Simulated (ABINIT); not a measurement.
Write the native input for ABINIT 10.8.3 (patched build) that does the following.

```
Task                                            : band structure
Functional                                      : OLYP
Potentials or basis                             : JTH PAW PBE v2.0
Cutoff                                          : 463 eV
k mesh                                          : 11 × 11 × 11
Occupations                                     : fermi-dirac, width 0.05 eV
Spin                                            : spin-orbit coupling, no magnetisation
Fine-grid cutoff                                : 925.187 eV
Exchange and correlation inside the PAW spheres : full angular mesh (pawxcdev 0, this build's default; the released program takes 1)
```

Ag:

```
Ag
1.0
     0.00000    2.04275    2.04275
     2.04275    0.00000    2.04275
     2.04275    2.04275    0.00000
Ag
1
Direct
  0.00000 0.00000 0.00000
```

One way to write it, as run:

run.abi

```
# Datasets: ground state, then fixed potential
ndtset 2

# Pseudopotentials
pp_dirpath "./"
pseudos "Ag.GGA_PBE-JTH.xml"

# Structure
acell 3*1.0 Angstrom
rprim
     0.0000000000     2.0427500000     2.0427500000
     2.0427500000     0.0000000000     2.0427500000
     2.0427500000     2.0427500000     0.0000000000
ntypat 1
znucl 47
natom 1
typat 1
xred
     0.0000000000     0.0000000000     0.0000000000

# Plane-wave basis
ecut 17.0
pawecutdg 34.0

# Exchange and correlation
ixc -110131

# Bands and occupations
occopt 3
tsmear 0.05 eV

# Spin
nspinor 2
nspden 1
pawspnorb 1

# SCF cycle
nstep 100

# Output
iomode 3
prtwf 0
prteig 0
prtebands 0
prtden1 1
prtvha1 1
prtvclmb1 1
prtpot1 1

# Dataset 1
kptopt1 4
ngkpt1 11 11 11
nshiftk1 1
shiftk1 0.0 0.0 0.0
nband1 20
tolvrs1 1.0e-9

# Dataset 2: bands along G-X-W-K-G-L-U-W-L-K
iscf2 -2
getden2 1
nband2 28
nbdbuf2 2
tolwfr2 1.0e-12
kptopt2 -9
ndivsm2 5
prteig2 1
prtvol2 -3
kptbounds2
     0.0000000000     0.0000000000     0.0000000000
     0.5000000000     0.0000000000     0.5000000000
     0.5000000000     0.2500000000     0.7500000000
     0.3750000000     0.3750000000     0.7500000000
     0.0000000000     0.0000000000     0.0000000000
     0.5000000000     0.5000000000     0.5000000000
     0.6250000000     0.2500000000     0.6250000000
     0.5000000000     0.2500000000     0.7500000000
     0.5000000000     0.5000000000     0.5000000000
     0.3750000000     0.3750000000     0.7500000000
```

Potentials or basis: JTH PAW PBE v2.0.

Run with:

```console
$ abinit run.abi > log 2>&1
```

It gave:

- Pressure: 6.6 GPa
- Band gap on the k mesh: none (metal or under the smearing width)
- Valence electrons inside the program's atomic spheres: Ag 9.85 (radii [1.331] Å)

Caveat: the PAW data sets were made with another functional, which shifts forces and pressure a little.

It took 50 s on 1 thread of Arm Neoverse V2, on a shared host, peak memory 0.13 GiB.
